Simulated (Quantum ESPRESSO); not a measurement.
## BP: relaxation of cell and atoms with revPBE+D3(BJ)

Crystal: BP.

```
P B
1.0
     0.00000    2.26900    2.26900
     2.26900    0.00000    2.26900
     2.26900    2.26900    0.00000
P B
1 1
Direct
  0.25000 0.25000 0.25000
  0.00000 0.00000 0.00000
```

```yaml
Program: Quantum ESPRESSO 7.5
Task: relaxation of cell and atoms
Functional: revPBE
Dispersion: D3(BJ)
Potentials_or_basis: PseudoDojo 0.4.1 SR PBE standard
Cutoff: 1034 eV
Density_cutoff: 4136 eV
k_mesh: 10 × 10 × 10
Occupations: fermi-dirac, width 0.05 eV
Spin: no spin polarisation
ASE_optimiser: FIRE
Mixing_beta: 0.5
Most_SCF_iterations: 120
SCF_threshold: 4e-10 Ry
```

```
Relaxed volume                         : 11.21 Å³/atom
Relaxed cell                           : a = 3.165 Å, b = 3.165 Å, c = 3.165 Å, α = 60.00°, β = 60.00°, γ = 60.00°
Space group after relaxing (to 0.05 Å) : F-43m (No. 216)
Energy gained by relaxing              : 10.7 meV/atom
Ionic steps                            : 12
Pressure after relaxing                : -0.1 GPa
Band gap on the k mesh                 : 1.24 eV, indirect (least direct gap 3.48 eV)
```

The path:
```
step  energy change (eV)  largest force (eV/Å)  pressure (GPa)  volume (Å³)
   1              0.0000                0.0000           -6.89        23.36
   2             -0.0069                0.0000           -5.74        23.19
   3             -0.0161                0.0000           -3.56        22.87
   4             -0.0212                0.0000           -0.60        22.47
   5             -0.0186                0.0000            2.68        22.07
   6             -0.0188                0.0000            2.55        22.08
   7             -0.0193                0.0000            2.30        22.11
   8             -0.0198                0.0000            1.94        22.16
   9             -0.0204                0.0000            1.49        22.21
  10             -0.0209                0.0000            0.98        22.27
  11             -0.0213                0.0000            0.43        22.34
  12             -0.0213                0.0000           -0.14        22.41
```

Final structure:
```
CELL_PARAMETERS angstrom
0.00000 2.23784 2.23784
2.23784 0.00000 2.23784
2.23784 2.23784 0.00000
ATOMIC_POSITIONS crystal
P 0.25000 0.25000 0.25000
B 0.00000 0.00000 0.00000
```

Levels at points of the mesh, in eV from the valence-band top:
```csv
k point,band 2,band 3,band 4,band 5,band 6,band 7
"(0.00, 0.00, 0.00)",0.00,0.00,0.00,3.48,3.48,3.48
"(0.00, 0.00, -0.50)",-9.31,-1.81,-1.81,4.05,4.76,4.76
"(0.00, -0.50, -0.50)",-8.78,-4.26,-4.26,1.31,1.69,12.45
```

Run time: 3.1 min on 1 thread of Arm Neoverse V1 (shared host), peak memory 0.09 GiB.

Caveat: the potentials were made for another functional, which shifts forces and pressure. A k mesh can miss the band edges.
